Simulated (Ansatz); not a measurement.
Input and command of a plane-wave DFT calculation in Ansatz:

```yaml
crystal:
  lattice:
    - [4.0592596145, 0.0, 0.0]
    - [0.0, 4.0592596145, 0.0]
    - [0.0, 0.0, 4.5969]
  atoms:
    - { symbol: P, position: [0.0, 0.0, 0.0] }
basis:
  ecutwfc: 350.0
kpoints:
  mp_grid: { grid: [12, 12, 12] }
hamiltonian:
  xc: pbe
  dispersion: d3bj
scf:
  occupations: { method: gaussian, width: 0.15 }
output:
  forces: true
  stress: true
  eigenvalues: true
```

```bash
ansatz run input.yaml --threads 1 --pin off --max-ram 2560MiB --backend cpu --events-out ev --progress --plain --runs-dir out
```

Processor: Intel(R) Xeon(R) Processor @ 2.70GHz, 1 thread, on a host shared with other jobs.

Task: Estimate time, memory and problem size.

Result: About 6.4 s on 1 thread of Intel(R) Xeon(R) Processor @ 2.70GHz (shared host), peak memory 0.39 GiB. It solves 7 bands at 196 k points (the mesh reduced by the symmetry that the task leaves, which can be less than the crystal's) with about 1135 plane waves, in 6 SCF iterations.
